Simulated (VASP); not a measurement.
# Ge2Sb2Te5 (P-3m1) in VASP: single point with PBE

Aim: the single point of Ge2Sb2Te5 with PBE.

All numbers are computed with VASP 6.6.1; they aren't measurements. Logs are shortened: lines on timing, memory, paths and dates and some standing lists are left out, and cuts for length are marked.

### 1 The crystal as given

The structure is trigonal, space group P-3m1 (No. 164). Conventional cell: a = 4.295 Å, b = 4.295 Å, c = 17.588 Å, α = 90.00°, β = 90.00°, γ = 120.00°. Te (site symmetry -3m) is surrounded by 6 Ge at 3.02 Å. Te (site symmetry 3m) is surrounded by 3 Ge at 3.00 Å and 3 Sb at 3.21 Å. Around Te (site symmetry 3m) lie 3 Sb at 3.01 Å. Ge (site symmetry 3m) has 6 Te at 3.00 to 3.02 Å as nearest neighbours. Around Sb (site symmetry 3m) lie 6 Te at 3.01 to 3.21 Å.

The cell was built by a generator and needn't be a form met in nature.

### 2 Single point, PBE

INCAR

```
PREC = Accurate
ENCUT = 520
EDIFF = 1E-6
ISMEAR = 0
SIGMA = 0.03
LREAL = False
LASPH = True
NELM = 100
ALGO = Fast
ISIF = 2
LWAVE = False
LCHARG = True
GGA = PE
LELF = True
LVHAR = True
NBANDS = 44
```

KPOINTS

```
Automatic mesh
0
Gamma
  10 10 2
```

POSCAR

```
Ge2Sb2Te5
1.0
    4.2946077513      0.0000000000      0.0000000000
   -2.1473038756      3.7192394119      0.0000000000
    0.0000000000      0.0000000000     17.5880760610
Te Ge Sb
5 2 2
Direct
    0.0000000000      0.0000000000      0.0000000000
    0.6666666667      0.3333333333      0.1946284459
    0.3333333333      0.6666666667      0.4074675083
    0.6666666667      0.3333333333      0.5925324917
    0.3333333333      0.6666666667      0.8053715541
    0.3333333333      0.6666666667      0.0984587309
    0.6666666667      0.3333333333      0.9015412691
    0.0000000000      0.0000000000      0.3102284251
    0.0000000000      0.0000000000      0.6897715749
```

Potentials or basis: VASP PAW PBE potentials, release 64 (Te, Ge_d, Sb).

The run is started by

```
> cat potpaw_PBE.64/Te/POTCAR potpaw_PBE.64/Ge_d/POTCAR potpaw_PBE.64/Sb/POTCAR > POTCAR
> mpirun -np 1 vasp_std > vasp.out
```

OUTCAR:

```text
PREC = Accurate
   ENCUT = 520
   EDIFF = 1E-6
   ISMEAR = 0
   LREAL = False
   LASPH = True
   NELM = 100
   ISIF = 2
   GGA = PE

 ion  position               nearest neighbor table
   1  0.000  0.000  0.000-   6 3.02   7 3.02   6 3.02   7 3.02   7 3.02   6 3.02
   2  0.667  0.333  0.195-   6 3.00   6 3.00   6 3.00   8 3.21   8 3.21   8 3.21
   3  0.333  0.667  0.407-   8 3.01   8 3.01   8 3.01
   4  0.667  0.333  0.593-   9 3.01   9 3.01   9 3.01
   5  0.333  0.667  0.805-   7 3.00   7 3.00   7 3.00   9 3.21   9 3.21   9 3.21
   6  0.333  0.667  0.098-   2 3.00   2 3.00   2 3.00   1 3.02   1 3.02   1 3.02
   7  0.667  0.333  0.902-   5 3.00   5 3.00   5 3.00   1 3.02   1 3.02   1 3.02
   8  0.000  0.000  0.310-   3 3.01   3 3.01   3 3.01   2 3.21   2 3.21   2 3.21
   9  0.000  0.000  0.690-   4 3.01   4 3.01   4 3.01   5 3.21   5 3.21   5 3.21

  LATTYP: Found a hexagonal cell.
 ALAT       =     4.2946077513
 C/A-ratio  =     4.0953859071

  Lattice vectors:

 A1 = (   4.2946077513,   0.0000000000,   0.0000000000)
 A2 = (  -2.1473038756,   3.7192394119,   0.0000000000)
 A3 = (   0.0000000000,   0.0000000000,  17.5880760610)

Analysis of symmetry for initial positions (statically):
=====================================================================
 Subroutine PRICEL returns:
 Original cell was already a primitive cell.

 Routine SETGRP: Setting up the symmetry group for a
 hexagonal supercell.

 Subroutine GETGRP returns: Found 12 space group operations
 (whereof 12 operations were pure point group operations)
 out of a pool of 24 trial point group operations.

The static configuration has the point symmetry D_3d.

Analysis of symmetry for dynamics (positions and initial velocities):
=====================================================================
 Subroutine PRICEL returns:
 Original cell was already a primitive cell.

 Routine SETGRP: Setting up the symmetry group for a
 hexagonal supercell.

 Subroutine GETGRP returns: Found 12 space group operations
 (whereof 12 operations were pure point group operations)
 out of a pool of 24 trial point group operations.

The dynamic configuration has the point symmetry D_3d.

 Subroutine INISYM returns: Found 12 space group operations
 (whereof 12 operations are pure point group operations),
 and found     1 'primitive' translations

----------------------------------------------------------------------------------------

                                     Primitive cell

  volume of cell :     280.9286

  direct lattice vectors                    reciprocal lattice vectors
     4.294607751  0.000000000  0.000000000     0.232850136  0.134436089  0.000000000
    -2.147303876  3.719239412  0.000000000     0.000000000  0.268872178  0.000000000
     0.000000000  0.000000000 17.588076061     0.000000000  0.000000000  0.056856702

  length of vectors
     4.294607751  4.294607751 17.588076061     0.268872178  0.268872178  0.056856702

  position of ions in fractional coordinates (direct lattice)
     0.000000000  0.000000000  0.000000000
     0.666666667  0.333333333  0.194628446
     0.333333333  0.666666667  0.407467508
     0.666666667  0.333333333  0.592532492
     0.333333333  0.666666667  0.805371554
     0.333333333  0.666666667  0.098458731
     0.666666667  0.333333333  0.901541269
     0.000000000  0.000000000  0.310228425
     0.000000000  0.000000000  0.689771575

  ion indices of the primitive-cell ions
   primitive index   ion index
                 1           1
                 2           2
                 3           3
                 4           4
                 5           5
                 6           6
                 7           7
                 8           8
                 9           9

----------------------------------------------------------------------------------------

 KPOINTS: Automatic mesh

Automatic generation of k-mesh.
 Grid dimensions read from file:
 generate k-points for:   10   10    2

 Generating k-lattice:

  Cartesian coordinates                     Fractional coordinates (reciprocal lattice)
     0.023285014  0.013443609  0.000000000     0.100000000  0.000000000  0.000000000
     0.000000000  0.026887218  0.000000000     0.000000000  0.100000000  0.000000000
     0.000000000  0.000000000  0.028428351     0.000000000  0.000000000  0.500000000

  Length of vectors
     0.026887218  0.026887218  0.028428351

  Shift w.r.t. Gamma in fractional coordinates (k-lattice)
     0.000000000  0.000000000  0.000000000

 Subroutine IBZKPT returns following result:
 ===========================================

 Found     28 irreducible k-points:

 Following reciprocal coordinates:
            Coordinates               Weight
  0.000000  0.000000  0.000000      1.000000
  0.100000  0.000000  0.000000      6.000000
  0.200000  0.000000  0.000000      6.000000
  0.300000  0.000000  0.000000      6.000000
  0.400000 -0.000000  0.000000      6.000000
  0.500000  0.000000  0.000000      3.000000
[... 16 lines left out ...]
  0.300000  0.100000  0.500000     12.000000
  0.400000  0.100000  0.500000     12.000000
 [... further k-points ...]
   k-points           NKPTS =     28   k-points in BZ     NKDIM =     28   number of bands    NBANDS=     44
   number of dos      NEDOS =    301   number of ions     NIONS =      9
   total plane-waves  NPLWV = 143360
   dimension x,y,z NGX =    32 NGY =   32 NGZ =  140
   dimension x,y,z NGXF=    64 NGYF=   64 NGZF=  280
   ions per type =               5   2   2
   NGX,Y,Z   is equivalent  to a cutoff of  12.39, 12.39, 13.23 a.u.
   NGXF,Y,Z  is equivalent  to a cutoff of  24.77, 24.77, 26.47 a.u.
 SYSTEM =  unknown system
   PREC   = accura    normal or accurate (medium, high low for compatibility)
   ISTART =      0    job   : 0-new  1-cont  2-samecut
   ICHARG =      2    charge: 1-file 2-atom 10-const
   ISPIN  =      1    spin polarized calculation?
   LNONCOLLINEAR =      F non collinear calculations
   LSORBIT =      F    spin-orbit coupling
   LASPH  =      T    aspherical Exc in radial PAW
   ENCUT  =  520.0 eV  38.22 Ry    6.18 a.u.   7.99  7.99 32.70*2*pi/ulx,y,z
   NELM   =    100;   NELMIN=  2; NELMDL= -5     # of ELM steps
   EDIFF  = 0.1E-05   stopping-criterion for ELM
[... 8 lines left out ...]
   TEBEG  =    0.0;   TEEND  =   0.0 temperature during run
   PSTRESS=    0.0 pullay stress
   NELECT =      68.0000    total number of electrons
   NUPDOWN=      -1.0000    fix difference up-down
   EMIN   =  10.00;   EMAX   =-10.00  energy-range for DOS
   EFERMI =   0.00;   METHOD = LEGACY
   ISMEAR =     0;   SIGMA  =   0.03  broadening in eV -4-tet -1-fermi 0-gaus
   EFERMI_NEDOS =   21; number of points for ismear=-14 and -15
   IALGO  =     68    algorithm
   IMIX   =      4    mixing-type and parameters
     AMIX     =   0.40;   BMIX     =  1.00
     AMIX_MAG =   1.60;   BMIX_MAG =  1.00
  volume/ion in A,a.u.               =      31.21       210.64
  Fermi-wavevector in a.u.,A,eV,Ry     =   1.020264  1.928019 14.162824  1.040938
  Thomas-Fermi vector in A             =   2.153824
   LORBIT       =      0    0 simple, 1 ext, 2 COOP (PROOUT), +10 PAW based schemes
   GGA     = PE    functional components
   LHFCALC =     F    Hartree Fock is set to
   AEXX    =    0.0000 exact exchange contribution
   IVDW    =     0    specifies the selected vdW correction
   LEPSILON=     F    determine dielectric tensor
   LRPA    =     F    only Hartree local field effects (RPA)
 non-spin polarized calculation
 RMM-DIIS sequential band-by-band and
 Gauss-broadening in eV      SIGMA  =   0.03
  energy-cutoff  :      520.00
  volume of cell :      280.93
 maximum number of plane-waves:      7600
 NGX is ok and might be reduce to    32
   NGX = 15   NGY = 15   NGZ = 65

 number of electron      68.0000012 magnetization

 Free energy of the ion-electron system (eV)
  ---------------------------------------------------
  ext. energy  EPLUGINS =         0.00000000
  ---------------------------------------------------
  free energy    TOTEN  =       -33.99496211 eV

  energy without entropy =      -33.99496211  energy(sigma->0) =      -33.99496211

 E-fermi :   5.8432     XC(G=0):  -9.2645

 val. band max:        5.6727148082   @ k =   0.0000   0.0000   0.0000
 cond. band min:       6.2268075926   @ k =   0.0000   0.0000   0.0000
 fundamental gap:      0.5540927844
 Fermi energy:         5.8431505058

 k-point     1 :       0.0000    0.0000    0.0000
  band No.  band energies     occupation
      1     -19.0505      2.00000
      2     -19.0505      2.00000
      3     -19.0499      2.00000
      4     -19.0499      2.00000
      5     -19.0464      2.00000
      6     -19.0462      2.00000
[... 36 lines left out ...]
     43       7.5612      0.00000
     44       8.6494      0.00000

 k-point     2 :       0.1000    0.0000    0.0000
  band No.  band energies     occupation
      1     -19.0508      2.00000
      2     -19.0505      2.00000
      3     -19.0500      2.00000
      4     -19.0498      2.00000
      5     -19.0463      2.00000
      6     -19.0461      2.00000
[... 36 lines left out ...]
     43       7.9257      0.00000
     44       8.7927      0.00000

 k-point     3 :       0.2000    0.0000    0.0000
  band No.  band energies     occupation
      1     -19.0515      2.00000
      2     -19.0505      2.00000
      3     -19.0504      2.00000
      4     -19.0496      2.00000
      5     -19.0461      2.00000
      6     -19.0458      2.00000
[... 36 lines left out ...]
     43       8.7743      0.00000
     44       9.1739      0.00000

 k-point     4 :       0.3000    0.0000    0.0000
  band No.  band energies     occupation
      1     -19.0523      2.00000
      2     -19.0510      2.00000
      3     -19.0504      2.00000
      4     -19.0493      2.00000
      5     -19.0461      2.00000
      6     -19.0454      2.00000
[... 882 lines left out ...]
     43       9.1711      0.00000
     44       9.6138      0.00000

 k-point    23 :       0.3000    0.1000    0.5000
  band No.  band energies     occupation
      1     -19.0525      2.00000
      2     -19.0513      2.00000
      3     -19.0504      2.00000
      4     -19.0493      2.00000
      5     -19.0460      2.00000
      6     -19.0452      2.00000
[... 36 lines left out ...]
     43       9.2127      0.00000
     44       9.5384      0.00000

 k-point    24 :       0.4000    0.1000    0.5000
  band No.  band energies     occupation
      1     -19.0530      2.00000
      2     -19.0515      2.00000
      3     -19.0506      2.00000
      4     -19.0492      2.00000
      5     -19.0461      2.00000
      6     -19.0450      2.00000
[... 36 lines left out ...]
     43       9.2514      0.00000
     44       9.6611      0.00000

 [... further k-points ...]
[... 5 lines left out ...]
  --------------------------------------------------------------------------------------
  -------------------------------------------------------------------------------------
  Total       -0.0325905     -0.0325905     -0.0008510     -0.0000000      0.0000000      0.0000000
  in kB       -0.1858687     -0.1858687     -0.0048533     -0.0000000      0.0000000      0.0000000
  external PRESSURE =      -0.1255302 kB  Pullay stress =       0.0000000 kB

 VOLUME and BASIS-vectors are now :
 -----------------------------------------------------------------------------
  energy-cutoff  :      520.00
  volume of cell :      280.93
      direct lattice vectors                 reciprocal lattice vectors
     4.294607751  0.000000000  0.000000000     0.232850136  0.134436089  0.000000000
    -2.147303876  3.719239412  0.000000000     0.000000000  0.268872178  0.000000000
     0.000000000  0.000000000 17.588076061     0.000000000  0.000000000  0.056856702

 POSITION                                       TOTAL-FORCE (eV/Angst)
 -----------------------------------------------------------------------------------
      0.00000      0.00000      0.00000         0.000000      0.000000      0.000000
      2.14730      1.23975      3.42314        -0.000000      0.000000      0.006879
     -0.00000      2.47949      7.16657        -0.000000      0.000000      0.018910
      2.14730      1.23975     10.42151         0.000000     -0.000000     -0.018910
     -0.00000      2.47949     14.16494         0.000000      0.000000     -0.006879
     -0.00000      2.47949      1.73170        -0.000000      0.000000      0.002987
      2.14730      1.23975     15.85638         0.000000     -0.000000     -0.002987
      0.00000      0.00000      5.45632         0.000000      0.000000     -0.026205
      0.00000      0.00000     12.13175         0.000000      0.000000      0.026205
 -----------------------------------------------------------------------------------
    total drift:                                0.000000      0.000000      0.000000

  FREE ENERGIE OF THE ION-ELECTRON SYSTEM (eV)
  ---------------------------------------------------
  free  energy   TOTEN  =       -33.9949621110 eV

  energy  without entropy=      -33.9949621110  energy(sigma->0) =      -33.99496211
```

Wall time 7.2 min (1 thread of Intel Xeon Platinum 8488C (Sapphire Rapids), shared host); peak memory 0.55 GiB.

Results:

- Free energy: -33.9950 eV
- Pressure: 0.0 GPa
- Largest force: 0.026 eV/Å
- Band gap on the k mesh: 0.55 eV, direct

Forces in eV/Å, atoms in the order of the input:
```
Te   0.000  0.000  0.000
Te   0.000  0.000  0.007
Te   0.000  0.000  0.019
Te   0.000  0.000 -0.019
Te   0.000  0.000 -0.007
Ge   0.000  0.000  0.003
Ge   0.000  0.000 -0.003
Sb   0.000  0.000 -0.026
Sb   0.000  0.000  0.026
```

Caveat: spin-orbit coupling is left out, which moves the levels of the heavy elements; this functional lacks dispersion, which binds the layers, so the pressure and a relaxed spacing across them are unreliable. A k mesh can miss the band edges.
